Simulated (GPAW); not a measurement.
# BeTe in GPAW: convergence with k mesh

Crystal: BeTe.

```
CELL_PARAMETERS angstrom
0.00000 2.77000 2.77000
2.77000 0.00000 2.77000
2.77000 2.77000 0.00000
ATOMIC_POSITIONS crystal
Te 0.75000 0.75000 0.75000
Be 0.00000 0.00000 0.00000
```

| Item | Value |
| --- | --- |
| Program | GPAW 26.7.0 |
| Task | convergence study |
| Functional | LDA |
| Potentials or basis | the program's PAW data sets (release 1.2.1) made for this functional |
| Cutoff | 800 eV |
| Basis | pw |
| k mesh | 2 × 2 × 2 |
| Occupations | fermi-dirac, width 0.05 eV |
| Spin | no spin polarisation |

These are the settings of the first run; the series varies k mesh, with any setting tied to it.

Hardware: 1 thread of Arm Neoverse V1 (shared host).

| k mesh | energy less the tightest run, at zero smearing (meV/atom) | pressure (GPa) | gap on the mesh (eV) | SCF cycles | CPU time (s) | peak memory (GiB) |
| --- | --- | --- | --- | --- | --- | --- |
| 2 × 2 × 2 | 918.56 | 8.80 | 1.577 | 9 | 2.9 | 0.14 |
| 3 × 3 × 3 | 176.69 | 2.34 | 2.079 | 9 | 3.4 | 0.14 |
| 4 × 4 × 4 | 43.35 | 1.05 | 1.752 | 9 | 5 | 0.14 |
| 5 × 5 × 5 | 12.01 | 0.70 | 1.905 | 9 | 5.8 | 0.14 |
| 6 × 6 × 6 | 3.59 | 0.60 | 1.769 | 9 | 8.3 | 0.15 |
| 8 × 8 × 8 | 0.36 | 0.56 | 1.771 | 9 | 14 | 0.16 |
| 9 × 9 × 9 | 0.11 | 0.55 | 1.816 | 9 | 16 | 0.16 |
| 11 × 11 × 11 | 0.00 | 0.55 | 1.802 | 9 | 25 | 0.18 |

Against the tightest run, the energy stays within 1 meV/atom from 8 × 8 × 8 on; the pressure stays within 0.1 GPa from 6 × 6 × 6 on. Not settled before the last step: the gap on the mesh (to 0.01 eV). Meshes of other sizes hit other points, so gaps and Fermi surfaces needn't settle smoothly. The tightest run that finished is the yardstick and may itself not be fully converged.

Caveat, for the tightest run too: spin-orbit coupling is left out, which moves the levels of the heavy elements; an odd mesh through Γ misses points on the zone boundary, where band edges often lie.
